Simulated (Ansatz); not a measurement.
**Na: changing the dispersion correction**

The cell as given:

The structure is hexagonal, space group P6_3/mmc (No. 194). Conventional cell: a = 3.767 Å, b = 3.767 Å, c = 6.154 Å, α = 90.00°, β = 90.00°, γ = 120.00°. Na (site symmetry -6m2) has 12 Na at 3.77 Å as nearest neighbours.

This isn't the form of Na at room conditions, which is bcc.

Kept alike: task relaxation of cell and atoms; functional PBEsol; k mesh 8 × 8 × 5; occupations fermi-dirac, width 0.05 eV; no spin polarisation. Program: Ansatz, Ansatz PAW, cutoff 420 eV. The mesh is that of the run's cell of 2 atoms. No spin-orbit coupling.

| dispersion correction | volume (Å³/atom) | first edge of the run's cell (Å) | third edge of the run's cell (Å) |
| --- | --- | --- | --- |
| D3(BJ) | 33.078 | 3.624 | 5.816 |
| D3(BJ)-ATM | 33.308 | 3.633 | 5.827 |
| D4 | 36.094 | 3.731 | 5.986 |
| none | 36.278 | 3.738 | 5.997 |

The relaxations keep at least the cell's symmetry (P6_3/mmc). For a metal such a mesh leaves the last digits unconverged. Relaxations stop with a little pressure left, so the last digits of a volume or edge aren't settled. All rows use potentials made for PBE.

What does the dispersion correction change here?

The volume runs from 33.078 (D3(BJ)) to 36.278 Å³/atom (none). Against no correction: D3(BJ) -8.8 %; D3(BJ)-ATM -8.2 %; D4 -0.5 %. Dispersion terms mostly attract and so lower the volume; the schemes' coefficients and damping set how far. The first edge of the run's cell runs from 3.624 (D3(BJ)) to 3.738 Å (none). The third edge of the run's cell runs from 5.816 (D3(BJ)) to 5.997 Å (none).
